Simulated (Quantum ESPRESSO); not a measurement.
**InAs: phonon spectrum and thermodynamics under several settings**

```
In As
1.0
     0.00000    3.01800    3.01800
     3.01800    0.00000    3.01800
     3.01800    3.01800    0.00000
In As
1 1
Direct
  0.00000 0.00000 0.00000
  0.75000 0.75000 0.75000
```

All runs used Quantum ESPRESSO 7.5; k mesh 6 × 6 × 6; relaxed cell; no spin polarisation; cutoff 762 eV; occupations cold, width 0.2 eV; q mesh 2 × 2 × 2.

```tsv
level	potentials	volume (Å³/atom)	pressure (GPa)	highest frequency (cm⁻¹)	zero-point energy (meV/atom)	entropy at room temperature (k_B/atom)
LDA	GBRV 1.5 LDA	?	0.0	?	?	?
PBE	GBRV 1.5 PBE	29.66	-0.1	205	25.3	4.83
```

Problem. What stands in the row left open?

Solution. Volume 27.38 Å³/atom; highest frequency 224 cm⁻¹; zero-point energy 27.1 meV/atom; entropy at room temperature 4.70 k_B/atom.

Caveats: the mesh is thin for the phonons of a metal.

For the row left open. Caveat: the k mesh is coarse; the mesh is thin for the phonons of a metal; the q mesh is small, so phonon branches between its points and thermal values are rough.
